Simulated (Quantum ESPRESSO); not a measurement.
Input of a Quantum ESPRESSO 7.5 run:

File pw.in:

```
&CONTROL
  calculation = 'vc-relax'
  prefix = 'pwscf'
  outdir = './tmp'
  pseudo_dir = './pseudo'
  tprnfor = .true.
  tstress = .true.
  disk_io = 'low'
  nstep = 40
  forc_conv_thr = 0.0004
  etot_conv_thr = 1d-05
/
&SYSTEM
  ibrav = 0
  nat = 2
  ntyp = 2
  ecutwfc = 88
  nbnd = 14
  occupations = 'smearing'
  smearing = 'fd'
  degauss = 0.00367493
/
&ELECTRONS
  conv_thr = 4d-10
  electron_maxstep = 120
  mixing_beta = 0.5
/
&IONS
  ion_dynamics = 'bfgs'
/
&CELL
  cell_dynamics = 'bfgs'
  press = 0
  press_conv_thr = 0.3
/
ATOMIC_SPECIES
Zr    91.2240 Zr_ONCV_PBE-1.2.upf
C     12.0110 C_ONCV_PBE-1.2.upf
CELL_PARAMETERS angstrom
   0.0000000000    2.3650000000    2.3650000000
   2.3650000000    0.0000000000    2.3650000000
   2.3650000000    2.3650000000    0.0000000000
ATOMIC_POSITIONS angstrom
Zr     2.3650000000    2.3650000000    2.3650000000
C      0.0000000000    0.0000000000    0.0000000000
K_POINTS automatic
10 10 10 0 0 0
```

Potentials or basis: SG15 PBE 1.2.

Run with:

```sh
$ OMP_NUM_THREADS=1 pw.x -in pw.in > pw.out
```

Estimate the relaxed cell.

a = 3.330 Å, b = 3.330 Å, c = 3.330 Å, α = 60.00°, β = 60.00°, γ = 60.00°.

Estimate the space group after relaxing (to 0.05 Å).

Fm-3m (No. 225).

What does it give for the relaxed volume?

13.05 Å³/atom.

Predict the band gap on the k mesh.

none (metal or under the smearing width).

Step by step:
| step | energy change (eV) | largest force (eV/Å) | pressure (GPa) | volume (Å³) |
| --- | --- | --- | --- | --- |
| 1 | 0.0000 | 0.0000 | -2.93 | 26.46 |
| 2 | -0.0033 | 0.0000 | 0.31 | 26.06 |
| 3 | -0.0033 | 0.0000 | -0.01 | 26.10 |
